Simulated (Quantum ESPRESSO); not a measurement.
# Ga (I4/mmm) in Quantum ESPRESSO: a series of runs

One crystal, Ga, is run at these levels: PBEsol; tasks: single point, equation of state.

Everything below comes from runs of Quantum ESPRESSO 7.5. Logs are shortened: lines on timing, memory, paths and dates and some standing lists are left out, and cuts for length are marked.

## 1. The crystal as given

Symmetry: I4/mmm, No. 139, tetragonal system. Conventional cell: a = 2.769 Å, b = 2.769 Å, c = 4.622 Å, α = 90.00°, β = 90.00°, γ = 90.00°. Ga (site symmetry 4/mmm) has 12 Ga at 2.77 to 3.03 Å as nearest neighbours.

This isn't the form of Ga at room conditions, which is orthorhombic.

## 2. Single point, PBEsol, 16.66 Å³/atom

Contents of pw.in:

```
&CONTROL
  calculation = 'scf'
  prefix = 'pwscf'
  outdir = './tmp'
  pseudo_dir = './pseudo'
  tstress = .true.
  disk_io = 'nowf'
/
&SYSTEM
  ibrav = 0
  nat = 1
  ntyp = 1
  ecutwfc = 56
  ecutrho = 448
  nbnd = 16
  occupations = 'smearing'
  smearing = 'fd'
  degauss = 0.00367493
/
&ELECTRONS
  conv_thr = 2d-10
  electron_maxstep = 120
  mixing_beta = 0.5
/
ATOMIC_SPECIES
Ga    69.7230 ga_pbesol_v1.4.uspp.F.UPF
CELL_PARAMETERS angstrom
  -1.3561377546    1.3561377546    2.2640427644
   1.3561377546   -1.3561377546    2.2640427644
   1.3561377546    1.3561377546   -2.2640427644
ATOMIC_POSITIONS crystal
Ga     0.0000000000    0.0000000000    0.0000000000
K_POINTS automatic
13 13 13 0 0 0
```

Potentials or basis: GBRV 1.5 PBEsol.

Command:

```console
OMP_NUM_THREADS=1 mpirun -n 2 pw.x -nk 2 -in pw.in > pw.out
```

pw.out:

```text
This program is part of the open-source Quantum ESPRESSO suite
     for quantum simulation of materials; please cite
         "P. Giannozzi et al., J. Phys.:Condens. Matter 21 395502 (2009);
         "P. Giannozzi et al., J. Phys.:Condens. Matter 29 465901 (2017);
         "P. Giannozzi et al., J. Chem. Phys. 152 154105 (2020);
     in publications or presentations arising from this work. More details at

     Message from routine setup:
     using ibrav=0 with symmetry is DISCOURAGED, use correct ibrav instead

     K-points division:     npool     =       2
     Subspace diagonalization in iterative solution of the eigenvalue problem:
     a serial algorithm will be used

     G-vector sticks info
     --------------------
     sticks:   dense  smooth     PW     G-vecs:    dense   smooth      PW
     Sum        1097     557    185                18021     6357    1251

     Using Slab Decomposition

     bravais-lattice index     =            0
     lattice parameter (alat)  =       5.6071  a.u.
     unit-cell volume          =     112.3955 (a.u.)^3
     number of atoms/cell      =            1
     number of atomic types    =            1
     number of electrons       =        19.00
     number of Kohn-Sham states=           16
     kinetic-energy cutoff     =      56.0000  Ry
     charge density cutoff     =     448.0000  Ry
     scf convergence threshold =      2.0E-10
     mixing beta               =       0.5000
     number of iterations used =            8  plain     mixing
     Exchange-correlation= SLA  PW   PSX  PSC
                           (   1   4  10   8   0   0   0)

     celldm(1)=   5.607142  celldm(2)=   0.000000  celldm(3)=   0.000000
     celldm(4)=   0.000000  celldm(5)=   0.000000  celldm(6)=   0.000000

     crystal axes: (cart. coord. in units of alat)
               a(1) = (  -0.457047   0.457047   0.763031 )
               a(2) = (   0.457047  -0.457047   0.763031 )
               a(3) = (   0.457047   0.457047  -0.763031 )

     reciprocal axes: (cart. coord. in units 2 pi/alat)
               b(1) = ( -0.000000  1.093979  0.655282 )
               b(2) = (  1.093979 -0.000000  0.655282 )
               b(3) = (  1.093979  1.093979  0.000000 )

     PseudoPot. # 1 for Ga read from file:
     ga_pbesol_v1.4.uspp.F.UPF
     Pseudo is Ultrasoft + core correction, Zval = 19.0
     Generated by new atomic code, or converted to UPF format
     Using radial grid of  871 points,  6 beta functions with:
                l(1) =   0
                l(2) =   0
                l(3) =   1
                l(4) =   1
                l(5) =   2
                l(6) =   2
     Q(r) pseudized with  8 coefficients,  rinner =    1.250   1.250   1.250
                                                       1.250   1.250

     atomic species   valence    mass     pseudopotential
     Ga               19.00    69.72300     Ga( 1.00)

     16 Sym. Ops., with inversion, found

   Cartesian axes

     site n.     atom                  positions (alat units)
         1        Ga     tau(   1) = (   0.0000000   0.0000000   0.0000000  )

     number of k points=   196  Fermi-Dirac smearing, width (Ry)=  0.0037

     Number of k-points >= 100: set verbosity='high' to print them.

     Dense  grid:    18021 G-vectors     FFT dimensions: (  40,  40,  40)

     Smooth grid:     6357 G-vectors     FFT dimensions: (  27,  27,  27)

     Check: negative core charge=   -0.000001

     Initial potential from superposition of free atoms

     starting charge      18.0000, renormalised to      19.0000
     Starting wfcs are   12 randomized atomic wfcs +    4 random wfcs

     Self-consistent Calculation

     iteration #  1     ecut=    56.00 Ry     beta= 0.50
     Davidson diagonalization with overlap
     ethr =  1.00E-02,  avg # of iterations =  5.8

     total energy              =    -410.74050249 Ry
     estimated scf accuracy    <       8.80220535 Ry

     iteration #  2     ecut=    56.00 Ry     beta= 0.50
     Davidson diagonalization with overlap
     ethr =  1.00E-02,  avg # of iterations =  2.0

     total energy              =    -414.87462572 Ry
     estimated scf accuracy    <       2.12768449 Ry

     iteration #  3     ecut=    56.00 Ry     beta= 0.50
     Davidson diagonalization with overlap
     ethr =  1.00E-02,  avg # of iterations =  2.0

     total energy              =    -414.93145377 Ry
     estimated scf accuracy    <       0.22833334 Ry

     iteration #  4     ecut=    56.00 Ry     beta= 0.50
     Davidson diagonalization with overlap
     ethr =  1.20E-03,  avg # of iterations =  2.0

     total energy              =    -414.99106654 Ry
     estimated scf accuracy    <       0.00238661 Ry

     iteration #  5     ecut=    56.00 Ry     beta= 0.50
     Davidson diagonalization with overlap
     ethr =  1.26E-05,  avg # of iterations =  3.2

     total energy              =    -414.99187558 Ry
     estimated scf accuracy    <       0.00166592 Ry

     iteration #  6     ecut=    56.00 Ry     beta= 0.50
     Davidson diagonalization with overlap
     ethr =  8.77E-06,  avg # of iterations =  2.1

     total energy              =    -414.99222747 Ry
     estimated scf accuracy    <       0.00000099 Ry

     iteration #  7     ecut=    56.00 Ry     beta= 0.50
     Davidson diagonalization with overlap
     ethr =  5.19E-09,  avg # of iterations =  5.1

     total energy              =    -414.99223129 Ry
     estimated scf accuracy    <       0.00000025 Ry

     iteration #  8     ecut=    56.00 Ry     beta= 0.50
     Davidson diagonalization with overlap
     ethr =  1.34E-09,  avg # of iterations =  2.0

     total energy              =    -414.99223136 Ry
     estimated scf accuracy    <          6.5E-09 Ry

     iteration #  9     ecut=    56.00 Ry     beta= 0.50
     Davidson diagonalization with overlap
     ethr =  3.40E-11,  avg # of iterations =  3.3

     total energy              =    -414.99223136 Ry
     estimated scf accuracy    <       0.00000002 Ry

     iteration # 10     ecut=    56.00 Ry     beta= 0.50
     Davidson diagonalization with overlap
     ethr =  3.40E-11,  avg # of iterations =  2.0

     total energy              =    -414.99223136 Ry
     estimated scf accuracy    <          2.1E-10 Ry

     iteration # 11     ecut=    56.00 Ry     beta= 0.50
     Davidson diagonalization with overlap
     ethr =  1.09E-12,  avg # of iterations =  2.8

     End of self-consistent calculation

     Number of k-points >= 100: set verbosity='high' to print the bands.

     the Fermi energy is    12.8959 ev

!    total energy              =    -414.99223136 Ry
     estimated scf accuracy    <          3.2E-11 Ry
     smearing contrib. (-TS)   =      -0.00020379 Ry
     internal energy E=F+TS    =    -414.99202758 Ry

     The total energy is F=E-TS. E is the sum of the following terms:
     one-electron contribution =    -320.08003900 Ry
     hartree contribution      =     168.95720836 Ry
     xc contribution           =     -48.01754470 Ry
     ewald contribution        =    -215.85165224 Ry

     convergence has been achieved in  11 iterations

     Computing stress (Cartesian axis) and pressure

          total   stress  (Ry/bohr**3)                   (kbar)     P=       42.19
   0.00030927   0.00000000  -0.00000000           45.49        0.00       -0.00
   0.00000000   0.00030927   0.00000000            0.00       45.49        0.00
   0.00000000   0.00000000   0.00024194            0.00        0.00       35.59

=------------------------------------------------------------------------------=
   JOB DONE.
=------------------------------------------------------------------------------=
```

Run time: 30 s. Hardware: 2 MPI ranks of Arm Neoverse V1, shared host; peak memory 0.18 GiB.

Results:

```yaml
Free_energy: -5646.2569 eV
Pressure: 4.2 GPa
Band_gap_on_the_k_mesh: none (metal or under the smearing width)
```

## 3. Single point, PBEsol, 17.01 Å³/atom

Changes to pw.in since step 2:

```diff
@@ -27,5 +27,5 @@
 CELL_PARAMETERS angstrom
-  -1.3561377546    1.3561377546    2.2640427644
-   1.3561377546   -1.3561377546    2.2640427644
-   1.3561377546    1.3561377546   -2.2640427644
+  -1.3656883352    1.3656883352    2.2799872528
+   1.3656883352   -1.3656883352    2.2799872528
+   1.3656883352    1.3656883352   -2.2799872528
 ATOMIC_POSITIONS crystal
```

Potentials or basis: GBRV 1.5 PBEsol.

Command:

```console
OMP_NUM_THREADS=1 mpirun -n 2 pw.x -nk 2 -in pw.in > pw.out
```

It took 28 s on 2 MPI ranks of Arm Neoverse V1, shared host; peak memory 0.18 GiB.

Results (log left out):

```yaml
Free_energy: -5646.2645 eV
Pressure: 2.5 GPa
Band_gap_on_the_k_mesh: none (metal or under the smearing width)
```

## 4. Single point, PBEsol, 17.36 Å³/atom

Changes to pw.in since step 3:

```diff
@@ -27,5 +27,5 @@
 CELL_PARAMETERS angstrom
-  -1.3656883352    1.3656883352    2.2799872528
-   1.3656883352   -1.3656883352    2.2799872528
-   1.3656883352    1.3656883352   -2.2799872528
+  -1.3751071731    1.3751071731    2.2957117997
+   1.3751071731   -1.3751071731    2.2957117997
+   1.3751071731    1.3751071731   -2.2957117997
 ATOMIC_POSITIONS crystal
```

Command:

```console
OMP_NUM_THREADS=1 mpirun -n 2 pw.x -nk 2 -in pw.in > pw.out
```

It took 29 s on 2 MPI ranks of Arm Neoverse V1, shared host; peak memory 0.18 GiB.

Results (log left out):

```
Free energy            : -5646.2687 eV
Pressure               : 1.0 GPa
Band gap on the k mesh : none (metal or under the smearing width)
```

## 5. Single point, PBEsol, 17.72 Å³/atom

Changes to pw.in since step 4:

```diff
@@ -27,5 +27,5 @@
 CELL_PARAMETERS angstrom
-  -1.3751071731    1.3751071731    2.2957117997
-   1.3751071731   -1.3751071731    2.2957117997
-   1.3751071731    1.3751071731   -2.2957117997
+  -1.3843987196    1.3843987196    2.3112238365
+   1.3843987196   -1.3843987196    2.3112238365
+   1.3843987196    1.3843987196   -2.3112238365
 ATOMIC_POSITIONS crystal
```

Command:

```console
OMP_NUM_THREADS=1 mpirun -n 2 pw.x -nk 2 -in pw.in > pw.out
```

Run time: 29 s. Hardware: 2 MPI ranks of Arm Neoverse V1, shared host; peak memory 0.2 GiB.

Results (log left out):

```
Free energy            : -5646.2697 eV
Pressure               : -0.3 GPa
Band gap on the k mesh : none (metal or under the smearing width)
```

## 6. Single point, PBEsol, 18.07 Å³/atom

Changes to pw.in since step 5:

```diff
@@ -27,5 +27,5 @@
 CELL_PARAMETERS angstrom
-  -1.3843987196    1.3843987196    2.3112238365
-   1.3843987196   -1.3843987196    2.3112238365
-   1.3843987196    1.3843987196   -2.3112238365
+  -1.3935671902    1.3935671902    2.3265304007
+   1.3935671902   -1.3935671902    2.3265304007
+   1.3935671902    1.3935671902   -2.3265304007
 ATOMIC_POSITIONS crystal
```

Potentials or basis: GBRV 1.5 PBEsol.

Command:

```console
OMP_NUM_THREADS=1 mpirun -n 2 pw.x -nk 2 -in pw.in > pw.out
```

It took 28 s on 2 MPI ranks of Arm Neoverse V1, shared host; peak memory 0.2 GiB.

Results (log left out):

- Free energy: -5646.2680 eV
- Pressure: -1.5 GPa
- Band gap on the k mesh: none (metal or under the smearing width)

## 7. Single point, PBEsol, 18.43 Å³/atom

Changes to pw.in since step 6:

```diff
@@ -27,5 +27,5 @@
 CELL_PARAMETERS angstrom
-  -1.3935671902    1.3935671902    2.3265304007
-   1.3935671902   -1.3935671902    2.3265304007
-   1.3935671902    1.3935671902   -2.3265304007
+  -1.4026165814    1.4026165814    2.3416381643
+   1.4026165814   -1.4026165814    2.3416381643
+   1.4026165814    1.4026165814   -2.3416381643
 ATOMIC_POSITIONS crystal
```

Command:

```console
OMP_NUM_THREADS=1 mpirun -n 2 pw.x -nk 2 -in pw.in > pw.out
```

Run time: 28 s. Hardware: 2 MPI ranks of Arm Neoverse V1, shared host; peak memory 0.2 GiB.

It converged, with:

```
Free energy            : -5646.2639 eV
Pressure               : -2.4 GPa
Band gap on the k mesh : none (metal or under the smearing width)
```

## 8. Single point, PBEsol, 18.78 Å³/atom

Changes to pw.in since step 7:

```diff
@@ -27,5 +27,5 @@
 CELL_PARAMETERS angstrom
-  -1.4026165814    1.4026165814    2.3416381643
-   1.4026165814   -1.4026165814    2.3416381643
-   1.4026165814    1.4026165814   -2.3416381643
+  -1.4115506858    1.4115506858    2.3565534592
+   1.4115506858   -1.4115506858    2.3565534592
+   1.4115506858    1.4115506858   -2.3565534592
 ATOMIC_POSITIONS crystal
```

Command:

```console
OMP_NUM_THREADS=1 mpirun -n 2 pw.x -nk 2 -in pw.in > pw.out
```

It took 29 s on 2 MPI ranks of Arm Neoverse V1, shared host; peak memory 0.2 GiB.

The run converged. Its results:

```yaml
Free_energy: -5646.2578 eV
Pressure: -3.3 GPa
Band_gap_on_the_k_mesh: none (metal or under the smearing width)
```

## 9. Equation of state, PBEsol

Potentials or basis: GBRV 1.5 PBEsol.

This step only gathers the single runs of the series.

What came out:

| Quantity | Value |
| --- | --- |
| Equilibrium volume | 17.67 Å³/atom |
| Bulk modulus at fixed shape and positions | 62 GPa |
| Pressure derivative of the bulk modulus | 5.4 |

Energy against volume, from the lowest point:
```csv
volume (Å³/atom),energy (meV/atom)
16.655,12.74
17.010,5.14
17.364,1.02
17.718,0.00
18.073,1.70
18.427,5.78
18.781,11.93
```

Caveat: the cell was scaled at fixed shape and fractional positions, which overstates the stiffness of a crystal with free parameters, most of all of layers and chains.
